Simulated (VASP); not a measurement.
Cr:

```
Cr
1.0
     2.71400    0.00000    0.00000
    -1.35700    2.35039    0.00000
     0.00000    0.00000    4.41000
Cr
2
Direct
  0.33333 0.66667 0.25000
  0.66667 0.33333 0.75000
```

This isn't the form of Cr at room conditions, which is bcc.

Base run:

| Property | Result |
| --- | --- |
| Program | VASP 6.6.1 |
| Functional | r2SCAN |
| Potentials or basis | VASP PAW PBE potentials, release 64 (Cr_pv) |
| Cutoff | 520 eV |
| k mesh | 10 × 10 × 6 |
| Occupations | fermi-dirac, width 0.1 eV |
| Spin | collinear spin, typed start |
| Starting moments | [3.0, 3.0] μB |

Its results: pressure -15.7 GPa; site moments Cr +1.96 μB.

Q: The run is repeated on the same cell with these changes: moments at the start from [3.0, 3.0] to [1.92, 1.92]; fixed moment from none to 3.85 μB. What comes out?

A: Pressure -17.2 GPa; site moments Cr +1.88 μB.

Caveats: so large a pressure means that the cell lies far from this level's equilibrium, or that cutoff or potentials fall short (some runs); the potentials were made for another functional, which shifts forces and pressure (some runs); the PAW data sets were made with another functional, which shifts forces and pressure a little (some runs); the total moment is fixed, so each spin has its own Fermi level (some runs).
